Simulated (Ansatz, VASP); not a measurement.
**One calculation of TePt, two programs**

INCAR

```
SYSTEM = TePt
ALGO = Normal
EDIFF = 1E-6
ENCUT = 520
ISIF = 2
ISMEAR = -1
LASPH = .TRUE.
LCHARG = .FALSE.
LREAL = .FALSE.
LWAVE = .FALSE.
NBANDS = 15
NELM = 80
PREC = Accurate
SIGMA = 0.05
```

KPOINTS

```
k-points
0
G
  11 11 11
  0 0 0
```

File POSCAR:

```
TePt
1.0
    0.0000000000      2.4625165171      2.4625165171
    2.4625165171      0.0000000000      2.4625165171
    2.4625165171      2.4625165171      0.0000000000
Pt Te
1 1
Direct
    0.0000000000      0.0000000000      0.0000000000
    0.2500000000      0.2500000000      0.2500000000
```

Input for Ansatz:

```yaml
crystal:
  lattice:
    - [0.0, 2.4625165171, 2.4625165171]
    - [2.4625165171, 0.0, 2.4625165171]
    - [2.4625165171, 2.4625165171, 0.0]
  atoms:
    - { symbol: Pt, position: [0.0, 0.0, 0.0] }
    - { symbol: Te, position: [0.25, 0.25, 0.25] }
kpoints:
  mp_grid: { grid: [11, 11, 11] }
  band_path:
    path:
      - [0.0, 0.0, 0.0]
      - [-0.5, -0.5, 0.0]
      - [-0.375, -0.375, 0.25]
      - [-0.375, 0.0, 0.375]
      - [0.0, 0.0, 0.0]
      - [0.0, 0.0, 0.5]
      - [-0.5, -0.25, 0.25]
      - [-0.5, -0.5, 0.0]
    npoints: 8
scf:
  occupations: { method: fermi_dirac, width: 0.05 }
hamiltonian:
  xc: lda
  pseudopotentials: { kind: paw }
output:
  forces: true
  stress: true
  eigenvalues: true
  populations: true
  dos: { projected: true, de: 0.2, e_range: [-14, 8] }
  write_density: true
  write_potential: true
  elf: true
  volumetric_format: npy
```

Change from the starting cell: volume scaled by 0.58, PAW files.

Alike in both runs: task single point; functional LDA; k mesh 11 × 11 × 11; occupations fermi-dirac, width 0.05 eV; no spin polarisation.

|  | VASP | Ansatz |
| --- | --- | --- |
| version | VASP 6.6.1 | Ansatz 0.2.0 |
| potentials or method | VASP PAW LDA potentials, release 64 (Pt, Te) | PAW with Ansatz's default frozen-core files, scalar-relativistic |
| plane-wave cutoff (eV) | 520 | 420 |
| valence electrons in the cell | 16 | 34 |

|  | VASP | Ansatz | Ansatz less VASP |
| --- | --- | --- | --- |
| pressure (GPa) | 220.4 | 221.6 | +1.14 |

The two sets of potentials don't hold the same shells in valence.

Caveats: the cell as given lies far from equilibrium; so large a pressure means that the cell lies far from this level's equilibrium, or that cutoff or potentials fall short (VASP). Spin-orbit coupling is left out, which matters for the levels of Pt, Te.
